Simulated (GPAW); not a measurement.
# Ti (Im-3m) in GPAW: notebook, part 2 of 2

GPAW 26.7.0. The steps go on from the part before.

## 4. Band structure, PBEsol

run.py

```python
from ase.dft.bandgap import bandgap
from ase.io import read, write
from ase.units import GPa
from gpaw import GPAW, PW, setup_paths

setup_paths.insert(0, '.')

atoms = read('Ti.cif')

calc = GPAW(mode=PW(600),
            xc='PBEsol',
            kpts={'size': (11, 11, 11), 'gamma': True},
            occupations={'name': 'fermi-dirac', 'width': 0.05},
            nbands=14,
            convergence={'density': 1e-05, 'energy': 1e-05},
            maxiter=150,
            txt='gpaw.txt')
atoms.calc = calc
energy = atoms.get_potential_energy()
forces = atoms.get_forces()
stress = atoms.get_stress()
calc.write('gs.gpw')
write('result.traj', atoms)
print(f'Energy: {energy:.6f} eV')
print('Forces (eV/A):')
print(forces.round(4))
print('Stress (GPa):', (stress / GPa).round(3))
print('Fermi level:', round(calc.get_fermi_level(), 4), 'eV')
print(f'Gap: {bandgap(calc)[0]:.4f} eV, direct: {bandgap(calc, direct=True)[0]:.4f} eV')

path = atoms.cell.bandpath('GHNGPH,PN', npoints=60, eps=1e-4)
bs_calc = calc.fixed_density(kpts=path, symmetry='off', nbands=21,
                             convergence={'bands': 'CBM+6.0', 'eigenstates': 1e-6}, txt='bands.txt')
bs = bs_calc.band_structure()
bs.write('bs.json')
print(f'Gap on the path: {bandgap(bs_calc)[0]:.4f} eV')
```

Ti.cif

```cif
data_Ti
_cell_length_a 2.84229538
_cell_length_b 2.84229538
_cell_length_c 2.84229538
_cell_angle_alpha 109.47122063
_cell_angle_beta 109.47122063
_cell_angle_gamma 109.47122063
_space_group_name_H-M_alt 'P1'
_space_group_name_Hall 'P 1'
_space_group_IT_number 1
loop_
_space_group_symop_operation_xyz
'x,y,z'
loop_
_atom_site_label
_atom_site_type_symbol
_atom_site_symmetry_multiplicity
_atom_site_Wyckoff_symbol
_atom_site_fract_x
_atom_site_fract_y
_atom_site_fract_z
_atom_site_occupancy
Ti1 Ti 1 a 0.0000000000 0.0000000000 0.0000000000 1
```

Potentials or basis: PAW data sets generated in the run's folder for this functional, pw.

Run with:

```console
$ gpaw-setup -f PBEsol Ti
$ OMP_NUM_THREADS=1 python run.py
```

gpaw.txt:

```text
__  _  _
 | _ |_)|_||  |
 |__||  | ||/\| - 26.7.0

Input parameters:
  mode=PW(ecut=600.0),
  convergence={'density': 1e-05, 'energy': 1e-05},
  kpts=MonkhorstPack(size=(11, 11, 11), gamma=True),
  maxiter=150,
  nbands=14,
  occupations=Occupations(name='fermi-dirac', width=0.05),
  xc=XC(name='PBEsol')

Diagonalizing LCAO Hamiltonian
Converting LCAO to pw mode

       Ti

Atoms  # Å, Bohr magnetons
|   | symbol |        x |        y |        z |    initial magnetic moments |
|---|--------|----------|----------|----------|-----------------------------|
| 0 |     Ti | 0.000000 | 0.000000 | 0.000000 | ( 0.0000,  0.0000,  0.0000) |

Unit cell  # Å
| periodic |         x |         y |        z |  lengths |     angles |
|----------|-----------|-----------|----------|----------|------------|
|      yes |  2.842295 |  0.000000 | 0.000000 | 2.842295 | 109.471221 |
|      yes | -0.947432 |  2.679742 | 0.000000 | 2.842295 | 109.471221 |
|      yes | -0.947432 | -1.339871 | 2.320724 | 2.842295 | 109.471221 |

Number of symmetries: 48
Symmetry operations  # r_c * U_cc + t_c -> r_c
|    | kind |            matrix            |
|----|------|------------------------------|
|  0 |  σ   |  1, 1, 1,  0, 0,-1,  0,-1, 0 |
|  1 |  C4  |  1, 1, 1,  0, 0,-1, -1, 0, 0 |
|  2 |  C2  |  1, 1, 1,  0,-1, 0,  0, 0,-1 |
|  3 |  S6  |  1, 1, 1,  0,-1, 0, -1, 0, 0 |
|  4 |  S6  |  1, 1, 1, -1, 0, 0,  0, 0,-1 |
|  5 |  C4  |  1, 1, 1, -1, 0, 0,  0,-1, 0 |
|  6 |  E   |  1, 0, 0,  0, 1, 0,  0, 0, 1 |
|  7 |  σ   |  1, 0, 0,  0, 1, 0, -1,-1,-1 |
|  8 |  σ   |  1, 0, 0,  0, 0, 1,  0, 1, 0 |
|  9 |  C3  |  1, 0, 0,  0, 0, 1, -1,-1,-1 |
| 10 |  C3  |  1, 0, 0, -1,-1,-1,  0, 1, 0 |
| 11 |  σ   |  1, 0, 0, -1,-1,-1,  0, 0, 1 |
| 12 |  σ   |  0, 1, 0,  1, 0, 0,  0, 0, 1 |
| 13 |  C2  |  0, 1, 0,  1, 0, 0, -1,-1,-1 |
| 14 |  C3  |  0, 1, 0,  0, 0, 1,  1, 0, 0 |
| 15 |  S4  |  0, 1, 0,  0, 0, 1, -1,-1,-1 |
| 16 |  S4  |  0, 1, 0, -1,-1,-1,  1, 0, 0 |
| 17 |  C3  |  0, 1, 0, -1,-1,-1,  0, 0, 1 |
| 18 |  C3  |  0, 0, 1,  1, 0, 0,  0, 1, 0 |
| 19 |  S4  |  0, 0, 1,  1, 0, 0, -1,-1,-1 |
| 20 |  σ   |  0, 0, 1,  0, 1, 0,  1, 0, 0 |
| 21 |  C3  |  0, 0, 1,  0, 1, 0, -1,-1,-1 |
| 22 |  C2  |  0, 0, 1, -1,-1,-1,  1, 0, 0 |
| 23 |  S4  |  0, 0, 1, -1,-1,-1,  0, 1, 0 |
| 24 |  C4  |  0, 0,-1,  1, 1, 1,  0,-1, 0 |
| 25 |  σ   |  0, 0,-1,  1, 1, 1, -1, 0, 0 |
| 26 |  S6  |  0, 0,-1,  0,-1, 0,  1, 1, 1 |
| 27 |  C2  |  0, 0,-1,  0,-1, 0, -1, 0, 0 |
| 28 |  C4  |  0, 0,-1, -1, 0, 0,  1, 1, 1 |
| 29 |  S6  |  0, 0,-1, -1, 0, 0,  0,-1, 0 |
| 30 |  S6  |  0,-1, 0,  1, 1, 1,  0, 0,-1 |
| 31 |  C4  |  0,-1, 0,  1, 1, 1, -1, 0, 0 |
| 32 |  C4  |  0,-1, 0,  0, 0,-1,  1, 1, 1 |
| 33 |  S6  |  0,-1, 0,  0, 0,-1, -1, 0, 0 |
| 34 |  σ   |  0,-1, 0, -1, 0, 0,  1, 1, 1 |
[... 78 lines left out ...]
    |   4s |  2.000 |      -4.477 |    1.270 |
    |   3p |  6.000 |     -38.776 |    1.058 |
    |   4p |  0.000 |      -1.449 |    1.058 |
    |   3d |  2.000 |      -4.275 |    1.058 |
    |    d |        |      22.937 |    1.058 |

    Using partial waves for Ti as LCAO basis

Reference energy: -23197.747648  # eV

eigensolver:
  PPCG
  Converge bands: occupied
  niter=2

density mixing:
  MSR1-Mixer
  Pratt-step length: 0.05
  Maximum mixing coefficient: 0.75
  Old densities: 10
  SVD Regularization: 0.005
  Good broyden scale: 1.0
  Trust region scale: 1.0
  Backstep threshold: 4.0
  History deletion threshold: 6.0
  Fourier metric: weight=20.0, sigma=0.015

occupation numbers:
  Fermi-Dirac:
    width: 0.0500  # eV

poisson solver:
  ecut: 4800.0  # eV

xc functional:
  name: PBEsol with 2 nearest neighbor stencil

convergence criteria:
- Maximum integral of absolute [dens]ity change: 1e-05 electrons / valence electron
- Maximum [total energy] change in last 3 cyles: 1e-05 eV / valence electron
- Maximum integral of absolute [eigenst]ate change: 4e-08 eV^2 / valence electron
maximum number of iterations: 150

SCF iterations
|iter     | |      energy | eigst |  dens |
|---------|-|-------------|-------|-------|
|iter:   1| |   -7.278627 | -0.12 |       |
|iter:   2| |   -7.219385 | -3.04 | -1.23 |
|iter:   3| |   -7.039440 | -1.82 | -1.28 |
|iter:   4| |   -7.042391 | -3.73 | -2.09 |
|iter:   5| |   -7.043960 | -4.03 | -2.37 |
|iter:   6| |   -7.043976 | -6.31 | -3.60 |
|iter:   7| |   -7.043977c| -6.78 | -3.89 |
|iter:   8| |   -7.043977c| -8.33c| -5.13c|

Converged in 8 steps
Energy contributions relative to reference atoms: (reference = -23197.747648)

Energy contributions:
  Kinetic:           3.371716
  Coulomb:          -3.384656
  Zero:              0.010794
  External:          0.000000
  Xc:               -7.030520
  Entropy:          -0.022623
  Spinorbit:         0.000000
  ----------------------------
  Free energy:      -7.055288
  Extrapolated:     -7.043977

dipole moment: (-3.022671, -4.274703, -7.404003)  # |e|*Ang

Fermi level: 7.962
Eigenvalues  # (at kpt = [0.000, 0.000, 0.000])
| band index |      eig [eV] | occ [0-2] |
|------------|---------------|-----------|
|          0 |       -48.327 |     2.000 |
|          1 |       -24.321 |     2.000 |
|          2 |       -24.321 |     2.000 |
|          3 |       -24.321 |     2.000 |
|          4 |         2.072 |     2.000 |
|          5 |         8.947 |     0.000 |
|          6 |         8.947 |     0.000 |
|          7 |         8.947 |     0.000 |
|          8 |        10.680 |     0.000 |
|          9 |        10.680 |     0.000 |
|         10 |        25.287 |     0.000 |
|         11 |        25.287 |     0.000 |
|         12 |        25.287 |     0.000 |
|         13 |        31.063 |     0.000 |

No gap
No difference between direct/indirect transitions

Forces  # eV/Ang
|       x |       y |       z |
|---------|---------|---------|
| 0.00000 | 0.00000 | 0.00000 |  # Ti   0

Stress tensor  # eV/Ang^3
|         x |         y |         z |
|-----------|-----------|-----------|
|  0.045047 | -0.000000 | -0.000000 |
| -0.000000 |  0.045047 | -0.000000 |
| -0.000000 | -0.000000 |  0.045047 |

# Writing to gs.gpw (mode='')
```

stdout:

```text
Energy: -7.043977 eV
Forces (eV/A):
[[0. 0. 0.]]
Stress (GPa): [ 7.217  7.217  7.217 -0.    -0.    -0.   ]
Fermi level: 7.9617 eV
Gap: 0.0000 eV, direct: 0.0000 eV
Gap on the path: 0.0000 eV
```

It took 16 s on 1 thread of Arm Neoverse V2, shared host; peak memory 0.17 GiB.

What came out:

```yaml
Free_energy: -7.0553 eV
Pressure: -7.2 GPa
Band_gap_along_the_path: none (metal or under the smearing width)
```

Levels at the corners of the path, in eV from the Fermi level:
```tsv
point	band 2	band 3	band 4	band 5	band 6	band 7	band 8	band 9	band 10
Γ	-32.28	-32.28	-32.28	-5.89	0.99	0.99	0.99	2.72	2.72
H	-32.73	-32.73	-32.73	-2.04	-2.04	3.88	3.88	3.88	8.20
N	-32.93	-32.49	-32.29	-2.40	-0.37	1.09	2.70	3.05	4.23
Γ	-32.28	-32.28	-32.28	-5.89	0.99	0.99	0.99	2.72	2.72
P	-32.60	-32.60	-32.60	-0.60	-0.60	-0.60	3.11	3.11	8.96
H	-32.73	-32.73	-32.73	-2.04	-2.04	3.88	3.88	3.88	8.20
P	-32.60	-32.60	-32.60	-0.60	-0.60	-0.60	3.11	3.11	8.96
N	-32.93	-32.49	-32.29	-2.40	-0.37	1.09	2.70	3.05	4.23
```

## 5. For comparison

An earlier run on the cell as given: functional PBE; potentials or basis GPAW PAW data sets (gpaw-data 1.2.1); cutoff 600 eV; basis pw; k mesh 11 × 11 × 11; occupations fermi-dirac, width 0.05 eV; no spin polarisation.

- Pressure: -3.0 GPa
- Band gap on the k mesh: none (metal or under the smearing width)

## 6. The runs side by side

| task | level | potentials or basis | cutoff (eV) | band path | band points | pressure (GPa) |
| --- | --- | --- | --- | --- | --- | --- |
| equation of state | PBEsol+D4 | PAW data sets generated in the run's folder for this functional, pw | 600 | - | - | - |
| equation of state | PBE | SG15 ONCV 1.2, pw | 1100 | - | - | - |
| band structure | PBEsol | PAW data sets generated in the run's folder for this functional, pw | 600 | GHNGPH,PN | 60 | -7.2 |
| single point | PBE | GPAW PAW data sets (gpaw-data 1.2.1), pw | 600 | - | - | -3.0 |

Alike in all rows: no spin polarisation; cell as given; k mesh 11 × 11 × 11; smearing fermi-dirac 0.05 eV.

Total energies depend on the potentials used, so only differences within one code and one set of settings carry meaning.
